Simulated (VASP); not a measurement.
## ZnS (distorted zincblende): one PBEsol single-point calculation in two programs

```
CELL_PARAMETERS angstrom
0.08270 2.66350 2.76130
2.79090 0.12220 2.72180
2.84150 2.67460 0.07160
ATOMIC_POSITIONS crystal
Zn 0.05070 0.06270 0.96210
S 0.16970 0.31770 0.28200
```

The two codes use different PAW datasets and cutoffs. VASP's cell holds 18 valence electrons and Ansatz's 18. Ansatz's stress includes a Pulay correction; VASP's doesn't.

Cutoffs: 520 eV in VASP, 420 eV in Ansatz. k meshes: 8×8×8 and 8×8×8.

|  | VASP | Ansatz |
| --- | --- | --- |
| gap between bands v and c on the k mesh | 1.79 eV | 1.79 eV |
| least direct gap on the k mesh | 1.79 eV | 1.79 eV |
| pressure | 1.8 GPa | 1.6 GPa |
| largest force | 1.51 eV/Å | 1.50 eV/Å |

Forces (eV/Å), VASP:

```
atom      Fx      Fy      Fz
  Zn   0.872   0.444  -1.146
   S  -0.872  -0.444   1.146
```

Ansatz:

```csv
atom,Fx,Fy,Fz
Zn,0.867,0.444,-1.141
S,-0.867,-0.444,1.141
```
